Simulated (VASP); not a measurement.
VASP 6.6.1 run: Li2S

INCAR

```
LASPH = .TRUE.
ENCUT = 520
SIGMA = 0.02
MAGMOM = 1.0 1.0
ISPIN = 2
NBANDS = 13
LCHARG = .FALSE.
NELM = 54
LREAL = .FALSE.
ISMEAR = -1
PREC = Accurate
NSW = 0
IBRION = -1
ISIF = 2
EDIFF = 1E-7
LWAVE = .FALSE.
GGA = PE
```

KPOINTS

```
KPOINTS created by Atomic Simulation Environment
0
Gamma
8 8 8
0 0 0
```

POSCAR

```
S  Li
 1.0000000000000000
    -0.0000000000000000    2.8452942294682249    2.8452942294682249
     2.8452942294682249    0.0000000000000000    2.8452942294682249
     2.8452942294682249    2.8452942294682249   -0.0000000000000000
 S   Li
   1   2
Cartesian
 -0.0000000000000000  0.0000000000000000  0.0000000000000000
  1.4226471147341122  1.4226471147341122  1.4226471147341122
  4.2679413442023364  4.2679413442023364  4.2679413442023364
```

The recommended PBE PAW datasets give the neutral cell 12 valence electrons.

Command

```
mpirun -np 1 vasp_std
```

Standard output (part)

```
POSCAR found type information on POSCAR S Li
 POSCAR found :  2 types and       3 ions
|     EEEEEEE  RRRRRR   RRRRRR   OOOOOOO  RRRRRR      ###     ###     ###     |
|     E        R     R  R     R  O     O  R     R     ###     ###     ###     |
|     E        R     R  R     R  O     O  R     R     ###     ###     ###     |
|     EEEEE    RRRRRR   RRRRRR   O     O  RRRRRR       #       #       #      |
|     E        R    R   R    R   O     O  R    R      ###     ###     ###     |
|     EEEEEEE  R     R  R     R  OOOOOOO  R     R     ###     ###     ###     |
|     ERROR: You have set 2 value(s) for MAGMOM; however for                  |
|     spin-polarized calculations (ISPIN=2), MAGMOM has to be a list of       |
|     NIONS values. NIONS=3 in your calculation.                              |
|       ---->  I REFUSE TO CONTINUE WITH THIS SICK JOB ... BYE!!! <----       |
```

VASP stopped before the first electronic step.

Q: Why shouldn't this run be trusted?

A: Too few starting moments. VASP stopped before the first electronic step.
